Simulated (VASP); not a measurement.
# MgSe (Fm-3m) in VASP: a series of runs

Runs on MgSe. Level: PBE+D3(BJ). Tasks: single point, relaxation of cell and atoms.

Program: VASP 6.6.1. These are calculated values, not measurements. Logs are shortened: lines on timing, memory, paths and dates and some standing lists are left out, and cuts for length are marked.

## (1) Starting point

The structure is cubic, space group Fm-3m (No. 225). Conventional cell: a = 5.424 Å, b = 5.424 Å, c = 5.424 Å, α = 90.00°, β = 90.00°, γ = 90.00°. Mg (site symmetry m-3m) is surrounded by 6 Se at 2.71 Å. Around Se (site symmetry m-3m) lie 6 Mg at 2.71 Å.

## (2) Single point, PBE+D3(BJ)

INCAR reads:

```
SYSTEM = MgSe
PREC = Accurate ; ENCUT = 520
EDIFF = 1E-6 ; ISMEAR = 0
SIGMA = 0.02 ; LREAL = .FALSE.
LASPH = .TRUE. ; NELM = 100
ALGO = Normal ; ISIF = 2
LWAVE = .FALSE. ; LCHARG = .FALSE.
GGA = PE ; IVDW = 12
NBANDS = 11
```

KPOINTS reads:

```
regular mesh
0
G
  8 8 8
  0 0 0
```

POSCAR reads:

```
MgSe
1.0
    0.0000000000      2.7120628616      2.7120628616
    2.7120628616      0.0000000000      2.7120628616
    2.7120628616      2.7120628616      0.0000000000
Mg Se
1 1
Direct
    0.0000000000      0.0000000000      0.0000000000
    0.5000000000      0.5000000000      0.5000000000
```

Potentials or basis: VASP PAW PBE potentials, release 64 (Mg, Se).

Launch:

```sh
cat potpaw_PBE.64/Mg/POTCAR potpaw_PBE.64/Se/POTCAR > POTCAR
mpirun -np 1 vasp_std > vasp.out
```

OUTCAR:

```text
SYSTEM = MgSe
   PREC = Accurate
   ENCUT = 520
   EDIFF = 1E-6
   ISMEAR = 0
   LREAL = .FALSE.
   LASPH = .TRUE.
   NELM = 100
   ISIF = 2
   GGA = PE
   IVDW = 12
 IVDW          = 12

 ion  position               nearest neighbor table
   1  0.000  0.000  0.000-   2 2.71   2 2.71   2 2.71   2 2.71   2 2.71   2 2.71
   2  0.500  0.500  0.500-   1 2.71   1 2.71   1 2.71   1 2.71   1 2.71   1 2.71

  LATTYP: Found a face centered cubic cell.
 ALAT       =     5.4241257232

  Lattice vectors:

 A1 = (   0.0000000000,   2.7120628616,   2.7120628616)
 A2 = (   2.7120628616,   0.0000000000,   2.7120628616)
 A3 = (   2.7120628616,   2.7120628616,   0.0000000000)

Analysis of symmetry for initial positions (statically):
=====================================================================
 Subroutine PRICEL returns:
 Original cell was already a primitive cell.

 Routine SETGRP: Setting up the symmetry group for a
 face centered cubic supercell.

 Subroutine GETGRP returns: Found 48 space group operations
 (whereof 48 operations were pure point group operations)
 out of a pool of 48 trial point group operations.

The static configuration has the point symmetry O_h .

Analysis of symmetry for dynamics (positions and initial velocities):
=====================================================================
 Subroutine PRICEL returns:
 Original cell was already a primitive cell.

 Routine SETGRP: Setting up the symmetry group for a
 face centered cubic supercell.

 Subroutine GETGRP returns: Found 48 space group operations
 (whereof 48 operations were pure point group operations)
 out of a pool of 48 trial point group operations.

The dynamic configuration has the point symmetry O_h .

 Subroutine INISYM returns: Found 48 space group operations
 (whereof 48 operations are pure point group operations),
 and found     1 'primitive' translations

----------------------------------------------------------------------------------------

                                     Primitive cell

  volume of cell :      39.8960

  direct lattice vectors                    reciprocal lattice vectors
     0.000000000  2.712062862  2.712062862    -0.184361508  0.184361508  0.184361508
     2.712062862  0.000000000  2.712062862     0.184361508 -0.184361508  0.184361508
     2.712062862  2.712062862  0.000000000     0.184361508  0.184361508 -0.184361508

  length of vectors
     3.835436081  3.835436081  3.835436081     0.319323499  0.319323499  0.319323499

  position of ions in fractional coordinates (direct lattice)
     0.000000000  0.000000000  0.000000000
     0.500000000  0.500000000  0.500000000

  ion indices of the primitive-cell ions
   primitive index   ion index
                 1           1
                 2           2

----------------------------------------------------------------------------------------

 KPOINTS: regular mesh

Automatic generation of k-mesh.
 Grid dimensions read from file:
 generate k-points for:    8    8    8

 Generating k-lattice:

  Cartesian coordinates                     Fractional coordinates (reciprocal lattice)
    -0.023045189  0.023045189  0.023045189     0.125000000  0.000000000  0.000000000
     0.023045189 -0.023045189  0.023045189     0.000000000  0.125000000  0.000000000
     0.023045189  0.023045189 -0.023045189     0.000000000  0.000000000  0.125000000

  Length of vectors
     0.039915437  0.039915437  0.039915437

  Shift w.r.t. Gamma in fractional coordinates (k-lattice)
     0.000000000  0.000000000  0.000000000

 Subroutine IBZKPT returns following result:
 ===========================================

 Found     29 irreducible k-points:

 Following reciprocal coordinates:
            Coordinates               Weight
  0.000000  0.000000  0.000000      1.000000
  0.125000  0.000000  0.000000      8.000000
  0.250000  0.000000  0.000000      8.000000
  0.375000  0.000000  0.000000      8.000000
  0.500000  0.000000  0.000000      4.000000
  0.125000  0.125000  0.000000      6.000000
[... 16 lines left out ...]
  0.500000  0.250000  0.125000     48.000000
 -0.375000  0.250000  0.125000     24.000000
 [... further k-points ...]
   k-points           NKPTS =     29   k-points in BZ     NKDIM =     29   number of bands    NBANDS=     11
   number of dos      NEDOS =    301   number of ions     NIONS =      2
   total plane-waves  NPLWV =  27000
   dimension x,y,z NGX =    30 NGY =   30 NGZ =   30
   dimension x,y,z NGXF=    60 NGYF=   60 NGZF=   60
   ions per type =               1   1
   NGX,Y,Z   is equivalent  to a cutoff of  13.00, 13.00, 13.00 a.u.
   NGXF,Y,Z  is equivalent  to a cutoff of  26.01, 26.01, 26.01 a.u.
 SYSTEM =  MgSe
   PREC   = accura    normal or accurate (medium, high low for compatibility)
   ISTART =      0    job   : 0-new  1-cont  2-samecut
   ICHARG =      2    charge: 1-file 2-atom 10-const
   ISPIN  =      1    spin polarized calculation?
   LNONCOLLINEAR =      F non collinear calculations
   LSORBIT =      F    spin-orbit coupling
   LASPH  =      T    aspherical Exc in radial PAW
   ENCUT  =  520.0 eV  38.22 Ry    6.18 a.u.   7.13  7.13  7.13*2*pi/ulx,y,z
   NELM   =    100;   NELMIN=  2; NELMDL= -5     # of ELM steps
   EDIFF  = 0.1E-05   stopping-criterion for ELM
[... 8 lines left out ...]
   TEBEG  =    0.0;   TEEND  =   0.0 temperature during run
   PSTRESS=    0.0 pullay stress
   NELECT =       8.0000    total number of electrons
   NUPDOWN=      -1.0000    fix difference up-down
   EMIN   =  10.00;   EMAX   =-10.00  energy-range for DOS
   EFERMI =   0.00;   METHOD = LEGACY
   ISMEAR =     0;   SIGMA  =   0.02  broadening in eV -4-tet -1-fermi 0-gaus
   EFERMI_NEDOS =   21; number of points for ismear=-14 and -15
   IALGO  =     38    algorithm
   IMIX   =      4    mixing-type and parameters
     AMIX     =   0.40;   BMIX     =  1.00
     AMIX_MAG =   1.60;   BMIX_MAG =  1.00
  volume/ion in A,a.u.               =      19.95       134.62
  Fermi-wavevector in a.u.,A,eV,Ry     =   0.958212  1.810759 12.492472  0.918171
  Thomas-Fermi vector in A             =   2.087299
   LORBIT       =      0    0 simple, 1 ext, 2 COOP (PROOUT), +10 PAW based schemes
   GGA     = PE    functional components
   LHFCALC =     F    Hartree Fock is set to
   AEXX    =    0.0000 exact exchange contribution
   IVDW    =    12    specifies the selected vdW correction
   LEPSILON=     F    determine dielectric tensor
   LRPA    =     F    only Hartree local field effects (RPA)
 non-spin polarized calculation
 Gauss-broadening in eV      SIGMA  =   0.02
  energy-cutoff  :      520.00
  volume of cell :       39.90
 maximum number of plane-waves:      1090
 NGX is ok and might be reduce to    30
   NGX = 15   NGY = 15   NGZ = 15

 number of electron       8.0000001 magnetization

 Free energy of the ion-electron system (eV)
  ---------------------------------------------------
  ext. energy  EPLUGINS =         0.00000000
  ---------------------------------------------------
  free energy    TOTEN  =        -7.47440381 eV

  energy without entropy =       -7.47440381  energy(sigma->0) =       -7.47440381

 E-fermi :   3.4464     XC(G=0):  -9.5498

 val. band max:        3.3550799083   @ k =   0.0000   0.0000   0.0000
 cond. band min:       5.1820948429   @ k =   0.5000   0.5000   0.0000
 fundamental gap:      1.8270149346
 Fermi energy:         3.4464009971

 k-point     1 :       0.0000    0.0000    0.0000
  band No.  band energies     occupation
      1      -9.6728      2.00000
      2       3.3551      2.00000
      3       3.3551      2.00000
      4       3.3551      2.00000
      5       6.0536      0.00000
      6      10.7607      0.00000
      7      10.7607      0.00000
      8      10.7607      0.00000
      9      13.3519      0.00000
     10      13.3519      0.00000
     11      14.3505      0.00000

 k-point     2 :       0.1250    0.0000    0.0000
  band No.  band energies     occupation
      1      -9.5363      2.00000
      2       2.1261      2.00000
      3       3.2507      2.00000
      4       3.2507      2.00000
      5       7.0123      0.00000
      6      10.4606      0.00000
      7      10.9947      0.00000
      8      10.9947      0.00000
      9      12.3566      0.00000
     10      12.3566      0.00000
     11      14.2212      0.00000

 k-point     3 :       0.2500    0.0000    0.0000
  band No.  band energies     occupation
      1      -9.1698      2.00000
      2       0.2991      2.00000
      3       3.0253      2.00000
      4       3.0253      2.00000
      5       7.5294      0.00000
      6      10.4468      0.00000
      7      10.4468      0.00000
      8      11.2075      0.00000
      9      12.9653      0.00000
     10      12.9653      0.00000
     11      13.4323      0.00000

 k-point     4 :       0.3750    0.0000    0.0000
  band No.  band energies     occupation
      1      -8.7296      2.00000
      2      -1.1238      2.00000
      3       2.8290      2.00000
      4       2.8290      2.00000
      5       7.3182      0.00000
      6       9.7281      0.00000
      7       9.7281      0.00000
      8      12.1883      0.00000
      9      13.7435      0.00000
     10      14.9160      0.00000
     11      14.9160      0.00000

 k-point     5 :       0.5000    0.0000    0.0000
  band No.  band energies     occupation
      1      -8.5151      2.00000
      2      -1.6787      2.00000
      3       2.7544      2.00000
      4       2.7544      2.00000
      5       7.2000      0.00000
      6       9.4717      0.00000
      7       9.4717      0.00000
      8      12.0973      0.00000
      9      14.9069      0.00000
     10      17.3181      0.00000
     11      17.3181      0.00000
[... 211 lines left out ...]
 k-point    21 :       0.5000    0.5000    0.0000
  band No.  band energies     occupation
      1      -8.1815      2.00000
      2      -0.9932      2.00000
      3       1.5311      2.00000
      4       1.5311      2.00000
      5       5.1821      0.00000
      6       7.2708      0.00000
      7      15.2520      0.00000
      8      15.6799      0.00000
      9      15.6799      0.00000
     10      16.0413      0.00000
     11      19.3428      0.00000

 k-point    22 :       0.3750    0.2500    0.1250
  band No.  band energies     occupation
      1      -8.8841      2.00000
      2       0.0409      2.00000
      3       1.7780      2.00000
      4       2.6336      2.00000
      5       8.2809      0.00000
      6       9.3778      0.00000
      7       9.7020      0.00000
      8      11.8525      0.00000
      9      12.9331      0.00000
     10      15.8923      0.00000
     11      16.3806      0.00000

 k-point    23 :       0.5000    0.2500    0.1250
  band No.  band energies     occupation
      1      -8.5140      2.00000
      2      -0.7797      2.00000
      3       1.2229      2.00000
      4       2.2892      2.00000
      5       8.1589      0.00000
      6       9.0991      0.00000
      7      10.6180      0.00000
      8      11.7461      0.00000
      9      14.3439      0.00000
     10      16.1205      0.00000
     11      16.8996      0.00000

 k-point    24 :      -0.3750    0.2500    0.1250
  band No.  band energies     occupation
      1      -8.3398      2.00000
      2      -1.1542      2.00000
      3       1.0788      2.00000
      4       2.1098      2.00000
      5       8.1323      0.00000
      6       8.8075      0.00000
      7      11.1678      0.00000
      8      12.5037      0.00000
      9      14.4848      0.00000
     10      15.2171      0.00000
     11      17.5452      0.00000

 [... further k-points ...]

------------------------ aborting loop because EDIFF is reached ----------------------------------------

 Edisp (eV)   -0.75776

 E8    (eV) :    -0.3233

  FORCE on cell =-STRESS in cart. coord.  units (eV):
  Direction    XX          YY          ZZ          XY          YZ          ZX
  --------------------------------------------------------------------------------------
  -------------------------------------------------------------------------------------
  Total      -0.03077    -0.03077    -0.03077    -0.00000    -0.00000     0.00000
  in kB      -1.23579    -1.23579    -1.23579    -0.00000    -0.00000     0.00000
  external pressure =       -1.24 kB  Pullay stress =        0.00 kB

 VOLUME and BASIS-vectors are now :
 -----------------------------------------------------------------------------
  energy-cutoff  :      520.00
  volume of cell :       39.90
      direct lattice vectors                 reciprocal lattice vectors
     0.000000000  2.712062862  2.712062862    -0.184361508  0.184361508  0.184361508
     2.712062862  0.000000000  2.712062862     0.184361508 -0.184361508  0.184361508
     2.712062862  2.712062862  0.000000000     0.184361508  0.184361508 -0.184361508

 POSITION                                       TOTAL-FORCE (eV/Angst)
 -----------------------------------------------------------------------------------
      0.00000      0.00000      0.00000         0.000000      0.000000      0.000000
      2.71206      2.71206      2.71206         0.000000     -0.000000      0.000000
 -----------------------------------------------------------------------------------
    total drift:                               -0.000000     -0.000000      0.000000

  FREE ENERGIE OF THE ION-ELECTRON SYSTEM (eV)
  ---------------------------------------------------
  free  energy   TOTEN  =        -8.2321641883 eV

  energy  without entropy=       -8.2321641883  energy(sigma->0) =       -8.23216419
```

It took 14 s on 1 thread of Intel Xeon Platinum 8488C (Sapphire Rapids), shared host; peak memory 0.18 GiB.

What came out:

```
Free energy                : -8.2322 eV
Pressure                   : -0.1 GPa
Band gap on the k mesh     : 1.83 eV, indirect (least direct gap 2.70 eV)
Dispersion energy per atom : -0.379 eV
```

A k mesh can miss the band edges. As with any semilocal functional, this PBE gap is likely too small.

## (3) Relaxation of cell and atoms, PBE+D3(BJ)

This run uses another cell than the first one, of 20.25 Å³/atom, 1.015 times its volume.

INCAR reads:

```
ALGO = Fast ; EDIFF = 1E-7
EDIFFG = -0.02 ; ENCUT = 600
GGA = PE ; IBRION = 2
ISIF = 3 ; ISMEAR = 0
IVDW = 12 ; LASPH = T
LCHARG = F ; LREAL = F
LWAVE = F ; NELM = 100
NSW = 70 ; PREC = Accurate
SIGMA = 0.02
```

KPOINTS reads:

```
k-points
0
Gamma
  8 8 8
```

POSCAR reads:

```
MgSe
1.0
    0.0000000000      2.7255000000      2.7255000000
    2.7255000000      0.0000000000      2.7255000000
    2.7255000000      2.7255000000      0.0000000000
Mg Se
1 1
Direct
    0.0000000000      0.0000000000      0.0000000000
    0.5000000000      0.5000000000      0.5000000000
```

Potentials or basis: VASP PAW PBE potentials, release 64 (Mg, Se).

Launch:

```sh
cat potpaw_PBE.64/Mg/POTCAR potpaw_PBE.64/Se/POTCAR > POTCAR
mpirun -np 1 vasp_std > vasp.out
```

Run time: 28 s. Hardware: 1 thread of Intel Xeon Platinum 8488C (Sapphire Rapids), shared host; peak memory 0.2 GiB.

Results (log left out):

| Item | Value |
| --- | --- |
| Free energy | -8.2323 eV |
| Relaxed volume | 19.91 Å³/atom |
| Relaxed cell | a = 3.833 Å, b = 3.833 Å, c = 3.833 Å, α = 60.00°, β = 60.00°, γ = 60.00° |
| Space group after relaxing (to 0.05 Å) | Fm-3m (No. 225) |
| Energy gained by relaxing | 1.2 meV/atom |
| Ionic steps | 3 |
| Pressure after relaxing | 0.0 GPa |
| Band gap on the k mesh | 1.83 eV, indirect (least direct gap 2.71 eV) |
| Dispersion energy per atom | -0.380 eV |

The path:
| step | energy change (eV) | largest force (eV/Å) | pressure (GPa) | volume (Å³) |
| --- | --- | --- | --- | --- |
| 1 | 0.0000 | 0.0000 | -1.09 | 40.49 |
| 2 | -0.0023 | 0.0000 | 0.23 | 39.69 |
| 3 | -0.0023 | 0.0000 | 0.01 | 39.82 |

Final structure:
```
Mg Se
1.0
     0.00000    2.71027    2.71027
     2.71027    0.00000    2.71027
     2.71027    2.71027    0.00000
Mg Se
1 1
Direct
  0.00000 0.00000 0.00000
  0.50000 0.50000 0.50000
```

Levels at points of the mesh, in eV from the valence-band top:
```
           k point  band 2  band 3  band 4  band 5  band 6  band 7
(0.00, 0.00, 0.00)    0.00    0.00    0.00    2.71    7.40    7.40
(0.50, 0.00, 0.00)   -5.04   -0.60   -0.60    3.85    6.12    6.12
(0.50, 0.50, 0.00)   -4.36   -1.83   -1.83    1.83    3.91   11.92
```

A k mesh can miss the band edges. Expect the measured gap to be larger: semilocal functionals such as PBE lack the derivative discontinuity.
